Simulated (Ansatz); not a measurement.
# Ga2O3 (Ga2O3): the cost of one run

Computed with Ansatz 0.2.0 (DFT PBE, scalar-relativistic, plane waves, PAW, unless a step's input says otherwise).

## (1) Starting point

It takes space group C2/m (No. 12, monoclinic). The conventional cell has a = 12.214 Å, b = 3.037 Å, c = 5.798 Å, α = 90.00°, β = 103.83°, γ = 90.00°. Ga (site symmetry m) has 4 O at 1.83 to 1.86 Å as nearest neighbours. Ga (site symmetry m) is surrounded by 6 O at 1.94 to 2.07 Å. Around O (site symmetry m) lie 3 Ga at 1.83 to 1.94 Å. O (site symmetry m) has 4 Ga at 1.86 to 2.07 Å as nearest neighbours.

Structure file:

```xyz
10
Lattice="6.1070 -1.5186 0.0000 6.1070 1.5186 0.0000 -1.3860 0.0000 5.6300" Properties=species:S:1:pos:R:3 pbc="T T T"
Ga    0.0041    0.0000    4.4736
Ga   10.8240    0.0000    1.1564
Ga    7.6096    0.0000    1.7679
Ga    3.2184    0.0000    3.8621
O     1.8570    0.0000    0.6182
O     8.9710    0.0000    5.0118
O     1.3361    0.0000    3.1708
O     9.4919    0.0000    2.4592
O     5.7013    0.0000    1.4447
O     5.1267    0.0000    4.1853
```

The structure rests on an entry of the Crystallography Open Database; cell or positions may have been set otherwise for this series.

## (2) Relaxing cell and atoms: Ga2O3 (Ga2O3), no spin

Contents of input.yaml:

```yaml
crystal:
  lattice:
    - [6.107, -1.51855, 0.0]
    - [6.107, 1.51855, 0.0]
    - [-1.3859888959, 0.0, 5.630008738]
  atoms:
    - { symbol: Ga, position: [0.0905, 0.0905, 0.7946] }
    - { symbol: Ga, position: [0.9095, 0.9095, 0.2054] }
    - { symbol: Ga, position: [0.65866, 0.65866, 0.31402] }
    - { symbol: Ga, position: [0.34134, 0.34134, 0.68598] }
    - { symbol: O, position: [0.1645, 0.1645, 0.1098] }
    - { symbol: O, position: [0.8355, 0.8355, 0.8902] }
    - { symbol: O, position: [0.1733, 0.1733, 0.5632] }
    - { symbol: O, position: [0.8267, 0.8267, 0.4368] }
    - { symbol: O, position: [0.4959, 0.4959, 0.2566] }
    - { symbol: O, position: [0.5041, 0.5041, 0.7434] }
scf:
  occupations: { method: fixed }
output:
  forces: true
  stress: true
  eigenvalues: true
  write_density: true
  write_potential: true
  elf: true
  volumetric_format: npy
hamiltonian:
  xc: pbe
kpoints:
  mp_grid: { grid: [6, 6, 6] }
basis:
  ecutwfc: 600
relax:
  f_tol: 0.002
  max_steps: 60
  cell: { stress_tol: 0.02 }
```

The run is started by

```sh
$ ansatz run input.yaml --threads 4 --pin off --max-ram 10240MiB --backend cpu --events-out ev --progress --plain --runs-dir out
```

Q: Estimate wall time and peak memory on 4 threads of Intel Xeon 6975P-C (Granite Rapids), shared host.

About 39 s, with a peak of 0.91 GiB.
